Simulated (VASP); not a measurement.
# ScAl3 (Pm-3m) in VASP: further runs, part 2 of 2

VASP 6.6.1. Earlier steps stand in the parts before.

## 3. Relaxation of cell and atoms, PBE+D3(BJ)

This run uses another cell than the first one, of 16.60 Å³/atom, 0.972 times its volume.

INCAR reads:

```
PREC     = Accurate       # precision mode
ENCUT    = 600            # plane-wave cutoff, eV
EDIFF    = 1E-7           # SCF threshold, eV
ISMEAR   = 1              # smearing method
SIGMA    = 0.1            # smearing width, eV
LREAL    = F              # projectors in reciprocal space
LASPH    = T              # aspherical terms in the spheres
NELM     = 80             # most SCF steps
ALGO     = Normal         # electronic algorithm
ISIF     = 3              # what is computed and relaxed
LWAVE    = F              # write WAVECAR
LCHARG   = F              # write CHGCAR
GGA      = PE             # functional
IVDW     = 12             # dispersion correction
IBRION   = 2              # ionic algorithm
NSW      = 90             # ionic steps
EDIFFG   = -0.005         # ionic threshold
```

KPOINTS reads:

```
regular mesh
0
Gamma
  10 10 10
```

POSCAR reads:

```
ScAl3                                   
1.0
    4.0490604831     -0.0000000000      0.0000000000
   -0.0000000000      4.0490604831      0.0000000000
   -0.0000000000      0.0000000000      4.0490604831
  Sc              Al            
     1     3
Direct
     0.0000000000000000    0.0000000000000000    0.0000000000000000
     0.5000000000000000    0.0000000000000000    0.5000000000000000
     0.0000000000000000    0.5000000000000000    0.5000000000000000
     0.5000000000000000    0.5000000000000000    0.0000000000000000
```

Potentials or basis: VASP PAW PBE potentials, release 64 (Sc_sv, Al).

Run with:

```
cat potpaw_PBE.64/Sc_sv/POTCAR potpaw_PBE.64/Al/POTCAR > POTCAR
mpirun -np 1 vasp_std > vasp.out
```

OUTCAR:

```text
PREC = Accurate
   ENCUT = 600
   EDIFF = 1E-7
   ISMEAR = 1
   LREAL = F
   LASPH = T
   NELM = 80
   ISIF = 3
   GGA = PE
   IVDW = 12
   IBRION = 2
   NSW = 90
   EDIFFG = -0.005
 IVDW          = 12

 ion  position               nearest neighbor table
   1  0.000  0.000  0.000-   2 2.86   3 2.86   4 2.86   2 2.86   3 2.86   3 2.86   4 2.86   3 2.86
                             2 2.86   4 2.86   2 2.86   4 2.86
   2  0.500  0.000  0.500-   1 2.86   3 2.86   4 2.86   1 2.86   4 2.86   3 2.86   4 2.86   4 2.86
                             1 2.86   3 2.86   1 2.86   3 2.86
   3  0.000  0.500  0.500-   1 2.86   2 2.86   4 2.86   1 2.86   4 2.86   1 2.86   2 2.86   1 2.86
                             2 2.86   4 2.86   4 2.86   2 2.86
   4  0.500  0.500  0.000-   1 2.86   2 2.86   3 2.86   2 2.86   3 2.86   1 2.86   2 2.86   2 2.86
                             1 2.86   3 2.86   3 2.86   1 2.86

  LATTYP: Found a simple cubic cell.
 ALAT       =     4.0490604831

  Lattice vectors:

 A1 = (   4.0490604831,   0.0000000000,   0.0000000000)
 A2 = (   0.0000000000,   4.0490604831,   0.0000000000)
 A3 = (   0.0000000000,   0.0000000000,   4.0490604831)

Analysis of symmetry for initial positions (statically):
=====================================================================
[... 581 lines left out ...]
      4     -20.0523      2.00000
      5      -1.6416      2.00000
      6       1.9291      2.00000
      7       4.5547      2.00000
      8       5.1454      2.00000
      9       6.3160      2.00000
     10       7.7670     -0.00991
     11       8.1858     -0.00000
     12       8.5941     -0.00000
     13       9.5390     -0.00000
     14      10.3135      0.00000

 [... further k-points ...]

------------------------ aborting loop because EDIFF is reached ----------------------------------------

 Edisp (eV)   -1.56185

 E8    (eV) :    -0.7178

  FORCE on cell =-STRESS in cart. coord.  units (eV):
  Direction    XX          YY          ZZ          XY          YZ          ZX
  --------------------------------------------------------------------------------------
  -------------------------------------------------------------------------------------
  Total       0.00295     0.00295     0.00295     0.00000     0.00000     0.00000
  in kB       0.07122     0.07122     0.07122     0.00000     0.00000     0.00000
  external pressure =        0.07 kB  Pullay stress =        0.00 kB

 VOLUME and BASIS-vectors are now :
 -----------------------------------------------------------------------------
  energy-cutoff  :      600.00
  volume of cell :       66.38
      direct lattice vectors                 reciprocal lattice vectors
     4.049060483  0.000000000  0.000000000     0.246970872  0.000000000  0.000000000
     0.000000000  4.049060483  0.000000000     0.000000000  0.246970872  0.000000000
     0.000000000  0.000000000  4.049060483     0.000000000  0.000000000  0.246970872

 POSITION                                       TOTAL-FORCE (eV/Angst)
 -----------------------------------------------------------------------------------
      0.00000      0.00000      0.00000         0.000000      0.000000      0.000000
      2.02453      0.00000      2.02453         0.000000      0.000000      0.000000
      0.00000      2.02453      2.02453         0.000000      0.000000      0.000000
      2.02453      2.02453      0.00000         0.000000      0.000000      0.000000
 -----------------------------------------------------------------------------------
    total drift:                               -0.000000      0.000000      0.000000

  FREE ENERGIE OF THE ION-ELECTRON SYSTEM (eV)
  ---------------------------------------------------
  free  energy   TOTEN  =       -20.8267066846 eV

  energy  without entropy=      -20.8273756588  energy(sigma->0) =      -20.82692968

 reached required accuracy - stopping structural energy minimisation
```

OSZICAR:

```text
N       E                     dE             d eps       ncg     rms          rms(c)
DAV:   1     0.127641731574E+03    0.12764E+03   -0.92057E+03  1576   0.146E+03
DAV:   2    -0.123196448082E+02   -0.13996E+03   -0.13781E+03  1574   0.383E+02
DAV:   3    -0.201027121455E+02   -0.77831E+01   -0.75100E+01  2498   0.786E+01
DAV:   4    -0.202263083083E+02   -0.12360E+00   -0.12334E+00  2244   0.978E+00
DAV:   5    -0.202293027473E+02   -0.29944E-02   -0.29939E-02  2270   0.155E+00    0.935E+00
DAV:   6    -0.193353698442E+02    0.89393E+00   -0.45329E+00  2588   0.255E+01    0.339E+00
DAV:   7    -0.192874997666E+02    0.47870E-01   -0.82209E-02  1856   0.247E+00    0.189E+00
DAV:   8    -0.192651595545E+02    0.22340E-01   -0.34579E-02  2310   0.152E+00    0.205E-01
DAV:   9    -0.192649111489E+02    0.24841E-03   -0.29665E-03  1970   0.404E-01    0.793E-02
DAV:  10    -0.192648643132E+02    0.46836E-04   -0.21361E-04  2492   0.148E-01    0.710E-02
DAV:  11    -0.192648671834E+02   -0.28702E-05   -0.22870E-05  2072   0.348E-02    0.447E-02
DAV:  12    -0.192648557754E+02    0.11408E-04   -0.40573E-05  1856   0.321E-02    0.451E-03
DAV:  13    -0.192648560091E+02   -0.23366E-06   -0.20631E-06  2328   0.127E-02    0.228E-03
DAV:  14    -0.192648560871E+02   -0.77959E-07   -0.18213E-07  1392   0.355E-03
   1 F= -.20826707E+02 E0= -.20826930E+02  d E =-.208267E+02
```

CONTCAR:

```text
ScAl3
   1.00000000000000
     4.0490604830999999    0.0000000000000000    0.0000000000000000
     0.0000000000000000    4.0490604830999999    0.0000000000000000
     0.0000000000000000    0.0000000000000000    4.0490604830999999
  Sc              Al
     1     3
Direct
     0.0000000000000000    0.0000000000000000    0.0000000000000000
     0.5000000000000000    0.0000000000000000    0.5000000000000000
     0.0000000000000000    0.5000000000000000    0.5000000000000000
     0.5000000000000000    0.5000000000000000    0.0000000000000000

  0.00000000E+00  0.00000000E+00  0.00000000E+00
  0.00000000E+00  0.00000000E+00  0.00000000E+00
  0.00000000E+00  0.00000000E+00  0.00000000E+00
  0.00000000E+00  0.00000000E+00  0.00000000E+00
```

It took 38 s on 1 thread of Intel Xeon Platinum 8488C (Sapphire Rapids), shared host; peak memory 0.22 GiB.

Results:

```
Free energy                : -20.8267 eV
Pressure after relaxing    : 0.0 GPa
Band gap on the k mesh     : none (metal or under the smearing width)
Dispersion energy per atom : -0.390 eV
```

Final structure:
```
Sc Al
1.0
     4.04906    0.00000    0.00000
     0.00000    4.04906    0.00000
     0.00000    0.00000    4.04906
Sc Al
1 3
Direct
  0.00000 0.00000 0.00000
  0.50000 0.00000 0.50000
  0.00000 0.50000 0.50000
  0.50000 0.50000 0.00000
```

Caveat: the relaxation stopped at its first step, so nothing moved; pairwise dispersion overbinds metals, which lowers pressure and volume.
